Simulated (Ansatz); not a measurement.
The system is Ba.

```
Ba
1.0
    -2.50650    2.50650    2.50650
     2.50650   -2.50650    2.50650
     2.50650    2.50650   -2.50650
Ba
1
Cartesian
  0.0000 0.0000 0.0000
```

* Program: Ansatz 0.2.0
* Task: single point
* Functional: PBE
* Potentials or basis: all-electron LAPW, scalar-relativistic
* Cutoff: 74 eV (chosen from the basis error)
* Basis error allowed: 0.001 eV/atom
* k mesh: 8 × 8 × 8
* Occupations: fermi-dirac, width 0.05 eV
* Spin: no spin polarisation

On this cell: pressure 0.0 GPa; band gap on the k mesh none (metal or under the smearing width).

The same run follows on a disturbed copy (cell strained at random at fixed volume):

```
Ba
1.0
    -2.47176    2.47765    2.44851
     2.56531   -2.52802    2.59244
     2.45066    2.50692   -2.49889
Ba
1
Direct
  0.99892 0.00475 0.98853
```

Task: What does the disturbed cell give?

Result: The energy (extrapolated to zero smearing) moves by +4.1 meV/atom; pressure 0.0 GPa; band gap on the k mesh none (metal or under the smearing width).

Stress tensor (GPa, compression positive):
```
-0.01  0.07 -0.41
 0.07  0.04  0.21
-0.41  0.21 -0.04
```
